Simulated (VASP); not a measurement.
Pt:

```
Pt
1.0
     2.77437    0.00000    0.00000
    -1.38718    2.40267    0.00000
     0.00000    0.00000    4.53054
Pt
2
Direct
  0.33333 0.66667 0.25000
  0.66667 0.33333 0.75000
```

This isn't the form of Pt at room conditions, which is fcc.

```yaml
Program: VASP 6.6.1
Task: relaxation of cell and atoms
Functional: PBEsol
Potentials_or_basis: VASP PAW PBE potentials, release 64 (Pt)
Cutoff: 600 eV
k_mesh: 18 × 18 × 10
Occupations: gaussian, width 0.1 eV
Spin: no spin polarisation
```

At the start: pressure 0.1 GPa; volume 15.10 Å³/atom.

How do energy, volume and symmetry change on relaxing?

Over 8 steps the energy falls by 17.6 meV/atom and the volume is 15.12 Å³/atom (+0.1 %); space group P6_3/mmc (No. 194, to 0.05 Å).

Step by step:
```tsv
step	energy change (eV)	largest force (eV/Å)	pressure (GPa)	volume (Å³)
1	0.0000	0.0000	0.15	30.20
2	-0.0326	0.0000	-0.30	30.24
3	-0.0351	0.0000	-0.13	30.25
4	-0.0351	0.0000	-0.11	30.25
5	-0.0351	0.0000	0.32	30.20
6	-0.0351	0.0000	0.06	30.23
7	-0.0351	0.0000	-0.03	30.24
8	-0.0351	0.0000	0.00	30.24
```

Final structure:
```
Pt
1.0
     2.72526    0.00000    0.00000
    -1.36263    2.36015    0.00000
     0.00000    0.00000    4.70078
Pt
2
Direct
  0.33333 0.66667 0.25000
  0.66667 0.33333 0.75000
```

Caveat: the PAW data sets were made with another functional, which shifts forces and pressure a little.
